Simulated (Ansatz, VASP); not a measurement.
GePt: VASP beside Ansatz

INCAR

```
SYSTEM = GePt
  ALGO = Normal
  EDIFF = 1E-6
  ENCUT = 520
  GGA = PE
  ISIF = 2
  ISMEAR = 0
  LASPH = .True.
  LCHARG = .False.
  LREAL = .False.
  LWAVE = .False.
  NBANDS = 32
  NELM = 80
  PREC = Accurate
  SIGMA = 0.1
```

Contents of KPOINTS:

```
k-points
0
Gamma
  4 6 4
  0 0 0
```

Contents of POSCAR:

```
GePt
1.0
    4.5762198753      0.0000000000      0.0000000000
    0.0000000000      3.0283807998      0.0000000000
    0.0000000000      0.0000000000      4.6723589483
Ge Pt
2 2
Direct
    0.7500000000      0.0000000000      0.6870000000
    0.2500000000      0.0000000000      0.3130000000
    0.7500000000      0.5000000000      0.1880000000
    0.2500000000      0.5000000000      0.8120000000
```

Input for Ansatz:

```yaml
crystal:
  lattice:
    - [4.5762198753, 0.0, 0.0]
    - [0.0, 3.0283807998, 0.0]
    - [0.0, 0.0, 4.6723589483]
  atoms:
    - { symbol: Ge, position: [0.75, 0.0, 0.687] }
    - { symbol: Ge, position: [0.25, 0.0, 0.313] }
    - { symbol: Pt, position: [0.75, 0.5, 0.188] }
    - { symbol: Pt, position: [0.25, 0.5, 0.812] }
basis:
  ecutwfc: 420
kpoints:
  mp_grid: { grid: [4, 6, 4] }
hamiltonian:
  xc: pbe
scf:
  occupations: { method: gaussian, width: 0.1 }
  lower_state_search: "off"
output:
  forces: true
  stress: true
  eigenvalues: true
```

Alike in both runs: task single point; functional PBE; k mesh 4 × 6 × 4; occupations gaussian, width 0.1 eV; no spin polarisation.

```csv
,VASP,Ansatz
version,VASP 6.6.1,Ansatz 0.2.0
potentials or method,"VASP PAW PBE potentials, release 64 (Ge_d, Pt)","scalar-relativistic, plane waves, PAW"
plane-wave cutoff (eV),520,420
valence electrons in the cell,48,64
```

|  | VASP | Ansatz | Ansatz less VASP |
| --- | --- | --- | --- |
| gap on the k mesh at the Fermi level (eV) | none | none | - |
| pressure (GPa) | 0.9 | 0.9 | -0.02 |
| largest component of the traceless stress (GPa) | 3.90 | 3.91 | +0.013 |
| rms of the force components (eV/Å) | 0.264 | 0.263 | -0.0004 |

Atom by atom the forces differ by 0.001 eV/Å (rms over components). A gap of «none» marks a metal or a gap that the smearing closes. The two sets of potentials don't hold the same shells in valence.

Spin-orbit coupling is left out, which matters for the levels of Pt.
